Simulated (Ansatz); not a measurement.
BN in the zincblende structure, relaxed with r2SCAN. Space group F-43m (No. 216), cubic; conventional cell a = 3.610 Å, 5.88 Å³ an atom. B is surrounded by 4 N at 1.56 Å; N is surrounded by 4 B at 1.56 Å.

```cif
data_structure
_symmetry_space_group_name_H-M 'F-43m'
_symmetry_Int_Tables_number 216
_cell_length_a 3.6097
_cell_length_b 3.6097
_cell_length_c 3.6097
_cell_angle_alpha 90.000
_cell_angle_beta 90.000
_cell_angle_gamma 90.000
_cell_volume 47.03
loop_
_atom_site_label
_atom_site_type_symbol
_atom_site_symmetry_multiplicity
_atom_site_Wyckoff_symbol
_atom_site_fract_x
_atom_site_fract_y
_atom_site_fract_z
_atom_site_occupancy
B1 B 4 a 0.00000 0.00000 0.00000 1
N1 N 4 d 0.25000 0.25000 0.75000 1
```

4 runs of the PAW code Ansatz on this cell differ in the functional (and in the settings that go with it). Levels are in eV from each run's valence top; v1 is the last filled band, c1 the first empty one.

Run A, mean stress -4.4 GPa (compression positive):
```tsv
point	v2	v1	c1	c2
Γ	0.00	0.00	10.59	10.59
X	-5.33	-5.33	5.79	10.78
U	-8.30	-4.43	8.39	14.76
L	-2.11	-2.11	11.90	12.55
W	-7.57	-7.01	11.26	15.42
```

Run B, mean stress 0.0 GPa (compression positive):
```tsv
point	v2	v1	c1	c2
Γ	0.00	0.00	9.59	9.59
X	-5.11	-5.11	5.00	9.86
U	-7.93	-4.25	7.53	13.74
L	-2.02	-2.02	10.83	11.53
W	-7.23	-6.70	10.37	14.31
```

Run C, mean stress -4.3 GPa (compression positive):
```tsv
point	v2	v1	c1	c2
Γ	0.00	0.00	11.36	11.36
X	-5.35	-5.35	6.56	11.55
U	-8.33	-4.45	9.16	15.54
L	-2.12	-2.12	12.68	13.33
W	-7.60	-7.04	12.04	16.21
```

Run D, mean stress +4.7 GPa (compression positive):
```tsv
point	v2	v1	c1	c2
Γ	0.00	0.00	8.85	8.85
X	-4.93	-4.93	4.48	9.27
U	-7.70	-4.10	6.93	12.92
L	-1.95	-1.95	10.20	10.75
W	-7.00	-6.53	9.62	13.35
```

Task: Match the runs to PBE, r2SCAN, HSE06, PBE0.

Result: A is HSE06, B is r2SCAN, C is PBE0, D is PBE. In order of the gap: PBE 4.48, r2SCAN 5.00, HSE06 5.79, PBE0 6.56 eV. The stress vanishes for r2SCAN, which relaxed the cell.

No spin polarisation and no zero-point or thermal motion.

The stress of a hybrid is loosely converged in these runs.

The meshes of the hybrids are coarse, so their gaps aren't converged to the digits shown.
